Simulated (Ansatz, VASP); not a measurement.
# PbF2 (Fluorocronite) in VASP and in Ansatz

Contents of INCAR:

```
  ALGO = Normal
  EDIFF = 1E-6
  EDIFFG = -0.03
  ENCUT = 600
  GGA = PE
  IBRION = 2
  ISIF = 3
  ISMEAR = 0
  LASPH = T
  LCHARG = F
  LREAL = F
  LWAVE = F
  NELM = 60
  NSW = 80
  PREC = Accurate
  SIGMA = 0.01
```

KPOINTS

```
k-points
0
Gamma
  6 6 6
```

The input POSCAR:

```
PbF2
1.0
    0.0000000000      2.9636600000      2.9636600000
    2.9636600000      0.0000000000      2.9636600000
    2.9636600000      2.9636600000      0.0000000000
Pb F
1 2
Direct
    0.0000000000      0.0000000000      0.0000000000
    0.2500000000      0.2500000000      0.2500000000
    0.7500000000      0.7500000000      0.7500000000
```

Input for Ansatz:

```yaml
crystal:
  lattice:
    - [0.0, 2.96366, 2.96366]
    - [2.96366, 0.0, 2.96366]
    - [2.96366, 2.96366, 0.0]
  atoms:
    - { symbol: Pb, position: [0.0, 0.0, 0.0] }
    - { symbol: F, position: [0.25, 0.25, 0.25] }
    - { symbol: F, position: [0.75, 0.75, 0.75] }
basis:
  ecutwfc: 421.77648681281397
kpoints:
  mp_grid:
    grid: [6, 6, 6]
hamiltonian:
  xc: pbe
  pseudopotentials:
    kind: paw
scf:
  occupations:
    method: fixed
relax:
  f_tol: 0.03
  cell:
    p_target: 0.0
```

Alike in both runs: task relaxation of cell and atoms; functional PBE; k mesh 6 × 6 × 6; no spin polarisation.

```csv
,VASP,Ansatz
version,VASP 6.6.1,Ansatz 0.2.0
potentials or method,"VASP PAW PBE potentials, release 64 (Pb_d, F)","plane waves, PAW"
plane-wave cutoff (eV),600,422
occupations,"gaussian, width 0.01 eV",fixed
valence electrons in the cell,28,28
```

Ansatz gave:

```
relaxed volume (Å³/atom)                                     : 18.00
relaxed cell length with the largest relative difference (Å) : 4.243
energy change over the relaxation (meV/atom)                 : -5
```

Problem. Estimate VASP's values.

Solution. Relaxed volume (Å³/atom): 17.95; relaxed cell length with the largest relative difference (Å): 4.239; energy change over the relaxation (meV/atom): -4.

 PBE usually gives volumes a little too large and moduli too small. Zero-point motion and thermal expansion aren't in these numbers.
